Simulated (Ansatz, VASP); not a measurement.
# InSe in VASP and in Ansatz

```xyz
2
Lattice="0.0000 2.9046 2.9046 2.9046 0.0000 2.9046 2.9046 2.9046 0.0000" Properties=species:S:1:pos:R:3 pbc="T T T"
In    0.0000    0.0000    0.0000
Se    2.9046    2.9046    2.9046
```

Alike in both runs: functional PBEsol; k mesh 12 × 12 × 12; occupations gaussian, width 0.1 eV; no spin polarisation.

Ansatz relaxed the structure, and its values are those at the end. VASP's run is a single point on that final structure, the one shown.

```csv
,VASP,Ansatz
version,VASP 6.6.1,Ansatz 0.2.0
potentials or method,"VASP PAW PBE potentials, release 64 (In_d, Se)","scalar-relativistic, plane waves, PAW"
plane-wave cutoff (eV),520,420
valence electrons in the cell,19,29
```

|  | VASP | Ansatz | Ansatz less VASP |
| --- | --- | --- | --- |
| gap on the k mesh at the Fermi level (eV) | none | none | - |
| pressure (GPa) | 0.0 | 0.0 | -0.04 |

A gap of «none» marks a metal or a gap that the smearing closes. The two sets of potentials don't hold the same shells in valence.

Caveats: the PAW data sets were made with another functional, which shifts forces and pressure a little (VASP).
